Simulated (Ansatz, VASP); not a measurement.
**HfB2: VASP beside Ansatz**

```
CELL_PARAMETERS angstrom
3.15043 0.00000 0.00000
-1.57522 2.72835 0.00000
0.00000 0.00000 3.49156
ATOMIC_POSITIONS crystal
Hf 0.00000 0.00000 0.00000
B 0.33333 0.66667 0.50000
B 0.66667 0.33333 0.50000
```

Change from the starting cell: volume scaled by 1.01.

Alike in both runs: task single point; functional PBEsol; k mesh 15 × 15 × 12; occupations fermi-dirac, width 0.03 eV; no spin polarisation.

|  | VASP | Ansatz |
| --- | --- | --- |
| version | VASP 6.6.1 | Ansatz 0.2.0 |
| potentials or method | VASP PAW PBE potentials, release 64 (Hf_pv, B), cutoff 520 eV | all-electron LAPW, scalar-relativistic |

Ansatz gave:

| Quantity | Value |
| --- | --- |
| pressure (GPa) | -6.7 |
| largest component of the traceless stress (GPa) | 0.66 |

Question: Which values does VASP return?

Answer: Pressure (GPa): -6.9; largest component of the traceless stress (GPa): 0.55.

Ansatz ran all-electron here, so the differences hold the error of VASP's frozen core and of both bases.

Caveats: the PAW data sets were made with another functional, which shifts forces and pressure a little (VASP). Spin-orbit coupling is left out, which matters for the levels of Hf.
